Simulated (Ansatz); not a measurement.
# Zr2N (P4_2/mnm), a film clamped to a substrate

The calculation used DFT r2SCAN, scalar-relativistic, plane waves, PAW (Ansatz). Settings: plane waves to 500 eV, k-mesh 10×10×14 (Γ-centred), Gaussian smearing 0.15 eV. No spin polarisation. Energies are free energies at this smearing, counted from the undisturbed cell; pressure is positive in compression.

Reference structure (relaxed at this level; it needn't be the usual structure):

```yaml
crystal:
  lattice:
    - [5.41705, 0.00000, 0.00000]
    - [0.00000, 5.41705, 0.00000]
    - [0.00000, 0.00000, 3.30044]
  atoms:
    - { symbol: Zr, position: [0.29657, 0.29657, 0.00000] }
    - { symbol: Zr, position: [0.70343, 0.70343, 0.00000] }
    - { symbol: Zr, position: [0.79657, 0.20343, 0.50000] }
    - { symbol: Zr, position: [0.20343, 0.79657, 0.50000] }
    - { symbol: N, position: [0.00000, 0.00000, 0.00000] }
    - { symbol: N, position: [0.50000, 0.50000, 0.50000] }
```

The cell (6 atoms, V0 = 96.85 Å³) is strained by p along both x and y and by q along z, fractional coordinates fixed. τp = (1/V0) ∂E/∂p = (σxx + σyy)(1 + p)(1 + q) and τq = (1/V0) ∂E/∂q = σzz(1 + p)², with tension positive.

```
     p q  ΔE (meV/atom)  τp (GPa)  τq (GPa)
 0.000   0.000           0.00      0.25     -0.24
-0.030   0.000          42.44    -29.31     -7.04
 0.030   0.000          38.37     24.26      5.17
 0.000  -0.030          19.14     -6.10    -12.81
 0.000   0.030          15.50      6.03     10.14
```

Get the second derivatives of the energy density.

Central differences give A = ∂τp/∂p = 893 GPa (C11 + C22 + 2 C12), C = ∂τq/∂q = 383 GPa (C33) and the cross term B = ∂τq/∂p = 203 GPa (C13 + C23); ∂τp/∂q = 202 GPa must equal B, and any difference shows higher-order terms. Steps this large leave an error of some per cent of A or C in all of these, which can swamp a small B. The ions are clamped.

A film of this crystal grows with z along the normal on a substrate that imposes p. How does its thickness respond, and what does the misfit cost?

Count p and q from the stress-free cell. A free surface needs τq = 0, so q = −(B/C) p = -0.53 p. The energy density left is (A − B²/C) p²/2 = M p², with the biaxial modulus M = 392 GPa; a misfit of 1 % costs 3.95 meV/atom, against 4.50 meV/atom if the thickness were held.

At p = 0.030 the energies along q are 40.3 (q = -0.030), 38.4 (q = 0.000), 69.4 (q = 0.030) meV/atom.

Does the linear rule hold at this misfit?

A parabola through the lowest point and its neighbours has its minimum at q = -0.013, 35.2 meV/atom. With the stress left in the starting cell, τp0 and τq0, linear elasticity gives q = −(τq0 + Bp)/C = -0.015 and E = V0(τp0 p + τq0 q + Ap²/2 + Bpq + Cq²/2)/N = 36.7 meV/atom. The two agree within a tenth in energy.

Forces appear on the atoms along this scan, and letting them relax would lower the energy and soften the response. In a metal these slopes depend on the k mesh and the smearing.